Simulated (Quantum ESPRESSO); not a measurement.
A calculation with Quantum ESPRESSO 7.5 of Si (ASE script, structure from a POSCAR):

The input run.py:

```python
import numpy as np
from ase.calculators.espresso import Espresso, EspressoProfile
from ase.io import read

atoms = read('POSCAR')

input_data = {
    'control': {'calculation': 'scf', 'prefix': 'pwscf', 'outdir': './tmp', 'tprnfor': True, 'tstress': True, 'disk_io': 'nowf'},
    'system': {'ecutwfc': 55.0, 'ecutrho': 440.0, 'nbnd': 9, 'occupations': 'smearing', 'smearing': 'fd', 'degauss': 0.00367493},
    'electrons': {'conv_thr': 4e-10, 'electron_maxstep': 120, 'mixing_beta': 0.5},
}
pseudopotentials = {'Si': 'Si.pbe-n-rrkjus_psl.1.0.0.UPF'}
profile = EspressoProfile(command='pw.x', pseudo_dir='pseudo')
dft = Espresso(profile=profile, input_data=input_data, pseudopotentials=pseudopotentials, kpts=(8, 8, 8), koffset=(0, 0, 0))
atoms.calc = dft

print(f'energy {atoms.get_potential_energy():.8f} eV')
print('forces (eV/A)')
print(np.round(atoms.get_forces(), 6))
print('stress (eV/A^3, Voigt)')
print(np.round(atoms.get_stress(), 8))
print(f'Fermi level {dft.get_fermi_level():.4f} eV')
```

The input POSCAR:

```
Si
1.0
    0.0000000000      2.7218511865      2.7218511865
    2.7218511865      0.0000000000      2.7218511865
    2.7218511865      2.7218511865      0.0000000000
Si
2
Direct
    0.5000000000      0.5000000000      0.5000000000
    0.7500000000      0.7500000000      0.7500000000
```

Potentials or basis: SSSP 1.3 efficiency PBE.

Command:

```bash
$ OMP_NUM_THREADS=1 python run.py
```

Task: Write the same calculation in another form: native input, structure typed inline.

Result: As run:

Contents of pw.in:

```
&CONTROL
  calculation = 'scf'
  prefix = 'pwscf'
  outdir = './tmp'
  pseudo_dir = './pseudo'
  tprnfor = .true.
  tstress = .true.
  disk_io = 'low'
/
&SYSTEM
  ibrav = 0
  nat = 2
  ntyp = 1
  ecutwfc = 55
  ecutrho = 440
  nbnd = 9
  occupations = 'smearing'
  smearing = 'fd'
  degauss = 0.00367493
/
&ELECTRONS
  conv_thr = 4d-10
  electron_maxstep = 120
  mixing_beta = 0.5
/
ATOMIC_SPECIES
Si    28.0850 Si.pbe-n-rrkjus_psl.1.0.0.UPF
CELL_PARAMETERS angstrom
   0.0000000000    2.7218511865    2.7218511865
   2.7218511865    0.0000000000    2.7218511865
   2.7218511865    2.7218511865    0.0000000000
ATOMIC_POSITIONS crystal
Si     0.5000000000    0.5000000000    0.5000000000
Si     0.7500000000    0.7500000000    0.7500000000
K_POINTS automatic
8 8 8 0 0 0
```

File pp_density.in:

```
&INPUTPP
  prefix = 'pwscf'
  outdir = './tmp'
  filplot = 'density.dat'
  plot_num = 0
/
&PLOT
  nfile = 1
  filepp(1) = 'density.dat'
  iflag = 3
  output_format = 6
  fileout = 'density.cube'
/
```

The input pp_potential.in:

```
&INPUTPP
  prefix = 'pwscf'
  outdir = './tmp'
  filplot = 'potential.dat'
  plot_num = 11
/
&PLOT
  nfile = 1
  filepp(1) = 'potential.dat'
  iflag = 3
  output_format = 6
  fileout = 'potential.cube'
/
```

Potentials or basis: SSSP 1.3 efficiency PBE.

Command:

```sh
$ OMP_NUM_THREADS=1 pw.x -in pw.in > pw.out
$ OMP_NUM_THREADS=1 pp.x -in pp_density.in > pp_density.out
$ OMP_NUM_THREADS=1 pp.x -in pp_potential.in > pp_potential.out
```

Both were run:

|  | ASE script, structure from a POSCAR | native input, structure typed inline |
| --- | --- | --- |
| Pressure | 1.3 GPa | 1.3 GPa |
| Band gap on the k mesh | 0.63 eV, indirect (least direct gap 2.56 eV) | 0.63 eV, indirect (least direct gap 2.56 eV) |

Keys that steer only the numerical path or the files written may differ.
